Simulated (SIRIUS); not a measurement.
Runs of SIRIUS 7.12.0 on Mo. Symmetry: Im-3m, No. 229, cubic system. The conventional cell has a = 3.168 Å, b = 3.168 Å, c = 3.168 Å, α = 90.00°, β = 90.00°, γ = 90.00°. Mo (site symmetry m-3m) is surrounded by 8 Mo at 2.74 Å. 

| task | level | potentials or basis | cell | k mesh | optimizer | fmax | max steps | target pressure | gap on the mesh (eV) | pressure (GPa) | relaxed volume (Å³/atom) |
| --- | --- | --- | --- | --- | --- | --- | --- | --- | --- | --- | --- |
| relaxation of cell and atoms | BLYP+D3(BJ) | PseudoDojo 0.4.1 PBE standard (scalar relativistic) | relaxed | 8 × 8 × 8 | BFGS | 0.02 eV/Å | 30 | 0 GPa | none | 0.0 | 15.33 |
| single point | PBEsol | PseudoDojo 0.4.1 PBEsol standard (scalar relativistic) | as given | 12 × 12 × 12 | - | - | - | - | none | (a) | - |
| relaxation of cell and atoms | BLYP+D4 | PseudoDojo 0.4.1 PBE standard (scalar relativistic) | relaxed | 8 × 8 × 8 | BFGS | 0.02 eV/Å | 30 | 0 GPa | none | 0.2 | (b) |
| relaxation of cell and atoms | BLYP+D3 | PseudoDojo 0.4.1 PBE standard (scalar relativistic) | relaxed | 8 × 8 × 8 | BFGS | 0.02 eV/Å | 30 | 0 GPa | none | 0.0 | 15.48 |
| relaxation of cell and atoms | BLYP | PseudoDojo 0.4.1 PBE standard (scalar relativistic) | relaxed | 8 × 8 × 8 | BFGS | 0.02 eV/Å | 30 | 0 GPa | none | 0.0 | 16.46 |

Alike in all rows: no spin polarisation; cutoff (eV) 1102; smearing fermi-dirac 0.05 eV.

Task: Estimate the missing entries.

Result: (a) -9.4; (b) 15.70.

Caveats: the potentials were made for another functional, which shifts forces and pressure (some runs); pairwise dispersion overbinds metals, which lowers pressure and volume (some runs).

A k mesh can miss the band edges, and the runs leave out spin-orbit coupling on Mo.

A gap of «none» marks a metal or a gap under the smearing width.

Not every run made on this cell is shown here.
